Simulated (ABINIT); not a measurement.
Planning a run of ABINIT 10.8.3 on AlN (P6_3mc). The input:

```
acell 3*1.0 Angstrom
rprim 
  3.113000000011 -0.000000000003 0.000000000000
  -1.556500000003 2.695937081992 0.000000000000
  0.000000000000 0.000000000000 4.981000000000
ntypat 2
znucl 13 7
natom 4
typat 1 1 2 2
xred 
  0.333333333333 0.666666666667 0.000000000000
  0.666666666667 0.333333333333 0.500000000000
  0.333333333333 0.666666666667 0.380000000000
  0.666666666667 0.333333333333 0.880000000000
pp_dirpath "pseudos"
pseudos "Al.upf, N.upf"
ecut 36
ngkpt 3 3 2
nshiftk 1
shiftk 0 0 0
kptopt 1
chksymbreak 0
istwfk *1
occopt 1
irdwfk 1
optdriver 4
nband 86
gwcalctyp 28
ecutsigx 36
symsigma 0
nkptgw 6
kptgw 
  0.0000000000 0.0000000000 0.0000000000
  0.3333333333 0.0000000000 0.0000000000
  0.3333333333 0.3333333333 0.0000000000
  0.0000000000 0.0000000000 0.5000000000
  0.3333333333 0.0000000000 0.5000000000
  0.3333333333 0.3333333333 0.5000000000
bdgw 
  1 22
  1 22
  1 22
  1 22
  1 22
  1 22
ecuteps 6.1
irdscr 1
ppmodel 1
rhoqpmix 0.3
indata_prefix "in"
outdata_prefix "out"
tmpdata_prefix "tmp"
```

The database entry behind the starting cell differs from later determinations by our own check (inner coordinate u about 0.002 short), so it need not match the best structure at ambient conditions.

```sh
OMP_NUM_THREADS=1 mpirun -n 4 abinit run.abi > log
```

How long will it take on 4 MPI ranks of Arm Neoverse V1, shared host, and how much memory?

It took 42 s; on shared hardware allow 21 s to 83 s. Peak host memory was 0.79 GiB.

[Paths, hosts, dates, memory and timing lines, banners, echoed tables and standing remarks are left out of the program output.]

[Logs are printed without paths, hosts, clocks, repeated set-up lines and the standing remarks that a program may print on its own settings, such as how far it seeks lower states.]

[Runs of the session that timed out or met a known fault of the program may be left out.]

[Hosts, paths, dates, database ids (printed as entryN), source tags and the programs' standing remarks are cut or masked in the printed files.]

[G0W0 gaps are taken among the corrected bands and points alone; a level outside them can change the order at an edge.]

[Where Ansatz stands beside ABINIT at settings called matched, ABINIT's density can come from a denser mesh and the files from another edition; pairs whose starting gaps differed by over 0.03 eV were left out, so agreement reads better than it is.]
